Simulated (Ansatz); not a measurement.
# Al: equation of state with PBEsol

Al:

```
Al
1.0
    -1.59122    1.59122    1.59122
     1.59122   -1.59122    1.59122
     1.59122    1.59122   -1.59122
Al
1
Direct
  0.00000 0.00000 0.00000
```

This isn't the form of Al at room conditions, which is fcc.

```json
{"Program": "Ansatz 0.2.0", "Task": "equation of state", "Functional": "PBEsol", "Potentials or basis": "all-electron LAPW, scalar-relativistic", "Basis error allowed": "0.0005 eV/atom", "k mesh": "12 × 12 × 12", "Occupations": "fermi-dirac, width 0.05 eV", "Spin": "no spin polarisation"}
```

```json
{
 "Equilibrium volume": "16.59 Å³/atom",
 "Bulk modulus": "73 GPa",
 "Pressure derivative of the bulk modulus": "3.8"
}
```

Energy against volume, from the lowest point:
| volume (Å³/atom) | energy (meV/atom) |
| --- | --- |
| 15.149 | 32.89 |
| 15.471 | 19.04 |
| 15.793 | 9.20 |
| 16.116 | 2.94 |
| 16.438 | 0.00 |
| 16.760 | 0.05 |
| 17.083 | 2.83 |

All runs of the series together: 12 s on 1 thread of Arm Neoverse V2, with other jobs on the host.
